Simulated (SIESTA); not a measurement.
The system is CuO.

```
Cu O
1.0
     2.87950    0.00000    0.00000
     0.03907    2.87928    0.00000
     0.01750    0.01724    5.17634
Cu O
2 2
Cartesian
  0.0195 1.4396 0.0000
  1.4485 0.0086 2.5882
  2.8881 0.0177 3.8817
  0.0479 2.8788 1.2947
```

The cell comes from a database or a generator and needn't be the stable form of this composition.

```yaml
Program: SIESTA 5.4.2
Task: single point
Functional: PBEsol
Potentials_or_basis: PseudoDojo 0.4 standard (PBEsol files)
Basis: DZP (energy shift 0.003 Ry; two zetas on semicore shells)
Grid_cutoff: 800 Ry
Energy_shift: 0.003 Ry
k_mesh: 9 × 9 × 5
Occupations: fermi-dirac, width 0.05 eV
Spin: no spin polarisation
```

On this cell: pressure -0.6 GPa; largest force 0.012 eV/Å; band gap on the k mesh none (metal or under the smearing width).

The same run follows on a disturbed copy (atoms moved at random, drawn with an rms of 0.05 Å):

```xyz
4
Lattice="2.8795 0.0000 0.0000 0.0391 2.8793 0.0000 0.0175 0.0172 5.1763" Properties=species:S:1:pos:R:3 pbc="T T T"
Cu   -0.0177    1.4585   -0.0007
Cu    1.4094    0.0115    2.6013
O     2.8805   -0.0141    3.8669
O     0.0432    2.8597    1.2942
```

What does the disturbed cell give?

The energy (extrapolated to zero smearing) moves by +8.2 meV/atom; pressure -0.2 GPa; largest force 0.701 eV/Å; band gap on the k mesh none (metal or under the smearing width).

Forces on the atoms (eV/Å):
```
Cu   0.116 -0.691 -0.013
Cu   0.556 -0.112 -0.329
O   -0.348  0.421  0.295
O   -0.325  0.380  0.045
```

Stress tensor (GPa, compression positive):
```
 0.66  0.10 -0.09
 0.10 -0.03 -0.26
-0.09 -0.26 -1.34
```

Caveats: short orbitals over semicore shells can move pressures by several GPa; the basis of atomic orbitals isn't converged, which shifts pressures, moduli and gaps; the run has no spin polarisation, though such a crystal can be magnetic; semilocal functionals often make such compounds metallic where correlation or magnetic order opens a gap, which also shifts bond lengths.
